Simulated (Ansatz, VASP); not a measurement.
## PtS2 in VASP and in Ansatz

Contents of INCAR:

```
PREC = Accurate
ENCUT = 600
EDIFF = 1E-6
ISMEAR = -1
SIGMA = 0.05
LREAL = F
LASPH = T
NELM = 80
ALGO = Normal
ISIF = 3
LWAVE = F
LCHARG = F
GGA = RE
IVDW = 13
IBRION = 2
NSW = 60
EDIFFG = -0.01
```

The input KPOINTS:

```
regular mesh
0
Gamma
  9 9 5
```

Contents of POSCAR:

```
PtS2
1.0
    3.5432000000      0.0000000000      0.0000000000
   -1.7716000000      3.0685012107      0.0000000000
    0.0000000000      0.0000000000      5.0388000000
Pt S
1 2
Direct
    0.0000000000      0.0000000000      0.0000000000
    0.6666666667      0.3333333333      0.7730000000
    0.3333333333      0.6666666667      0.2270000000
```

Contents of input.yaml:

```yaml
crystal:
  lattice:
    - [3.5432, 0.0, 0.0]
    - [-1.7716, 3.0685012107, 0.0]
    - [0.0, 0.0, 5.0388]
  atoms:
    - { symbol: Pt, position: [0.0, 0.0, 0.0] }
    - { symbol: S, position: [0.6666666667, 0.3333333333, 0.773] }
    - { symbol: S, position: [0.3333333333, 0.6666666667, 0.227] }
hamiltonian:
  xc: revpbe
  pseudopotentials: { kind: paw }
  dispersion: d4
kpoints:
  mp_grid: { grid: [9, 9, 5] }
scf:
  occupations: { method: fermi_dirac, width: 0.05 }
output:
  forces: true
  stress: true
  eigenvalues: true
relax:
  f_tol: 0.01
  max_steps: 40
  cell: { stress_tol: 0.05 }
```

Alike in both runs: task relaxation of cell and atoms; functional revPBE; dispersion D4; k mesh 9 × 9 × 5; occupations fermi-dirac, width 0.05 eV; no spin polarisation.

|  | VASP | Ansatz |
| --- | --- | --- |
| version | VASP 6.6.1 | Ansatz 0.2.0 |
| potentials or method | VASP PAW PBE potentials, release 64 (Pt, S) | Ansatz PAW |
| plane-wave cutoff (eV) | 600 | 420 |
| valence electrons in the cell | 22 | 30 |

Ansatz gave:

| Property | Result |
| --- | --- |
| gap on the k mesh at the Fermi level, each at its own relaxed structure (eV) | none |
| relaxed volume (Å³/atom) | 16.55 |
| relaxed cell length with the largest relative difference (Å) | 4.488 |
| energy change over the relaxation (meV/atom) | -71 |

**Question.** Which values does VASP return?

**Answer.** gap on the k mesh at the Fermi level, each at its own relaxed structure (eV): none; relaxed volume (Å³/atom): 16.50; relaxed cell length with the largest relative difference (Å): 4.481; energy change over the relaxation (meV/atom): -67.

A gap of «none» marks a metal or a gap that the smearing closes. The two sets of potentials don't hold the same shells in valence.

Caveats: pairwise dispersion overbinds metals, which lowers pressure and volume; the PAW data sets were made with another functional, which shifts forces and pressure a little (VASP); the plane-wave basis is chosen anew once the cell has moved, so the energies of steps on either side of that aren't comparable (Ansatz); the PAW data sets come from PBE, with cores solved anew for the run's functional, which leaves a small shift of forces and pressure (Ansatz). Spin-orbit coupling is left out, which matters for the levels of Pt.
